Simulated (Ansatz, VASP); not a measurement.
I: VASP beside Ansatz

INCAR

```
ALGO     = Normal         # electronic algorithm
EDIFF    = 1E-7           # SCF threshold, eV
ENCUT    = 520            # plane-wave cutoff, eV
GGA      = CA             # functional
ISIF     = 2              # what is computed and relaxed
ISMEAR   = -1             # smearing method
LASPH    = T              # aspherical terms in the spheres
LCHARG   = F              # write CHGCAR
LREAL    = F              # projectors in reciprocal space
LWAVE    = F              # write WAVECAR
NBANDS   = 10             # bands
NELM     = 60             # most SCF steps
PREC     = Accurate       # precision mode
SIGMA    = 0.05           # smearing width, eV
```

File KPOINTS:

```
k-points
0
Gamma
  14 14 14
```

POSCAR

```
I
1.0
    0.0000000000      2.4057785248      2.4057785248
    2.4057785248      0.0000000000      2.4057785248
    2.4057785248      2.4057785248      0.0000000000
I
1
Direct
    0.0000000000      0.0000000000      0.0000000000
```

Input for Ansatz:

```yaml
crystal:
  lattice:
    - [0.0, 2.4057785248, 2.4057785248]
    - [2.4057785248, 0.0, 2.4057785248]
    - [2.4057785248, 2.4057785248, 0.0]
  atoms:
    - { symbol: I, position: [0.0, 0.0, 0.0] }
kpoints:
  mp_grid: { grid: [14, 14, 14] }
scf:
  occupations: { method: fermi_dirac, width: 0.05 }
hamiltonian:
  xc: lda
  pseudopotentials: { kind: all_electron, lapw: { basis_error: 0.001 } }
output:
  forces: true
  stress: true
  eigenvalues: true
  populations: true
```

Change from the starting cell: volume scaled by 0.9, LAPW.

Alike in both runs: task single point; functional LDA; k mesh 14 × 14 × 14; occupations fermi-dirac, width 0.05 eV; no spin polarisation.

|  | VASP | Ansatz |
| --- | --- | --- |
| version | VASP 6.6.1 | Ansatz 0.2.0 |
| potentials or method | VASP PAW LDA potentials, release 64 (I) | all-electron LAPW, scalar-relativistic |
| plane-wave cutoff (eV) | 520 | see its input |

```tsv
	VASP	Ansatz	Ansatz less VASP
pressure (GPa)	5.3	5.3	+0.04
```

Ansatz ran all-electron here, so the differences hold the error of VASP's frozen core and of both bases.

Caveats: an odd number of electrons without spin polarisation forces a metal; a magnetic or distorted state may lie lower. The runs have no spin-orbit coupling, so splittings on I are missing.
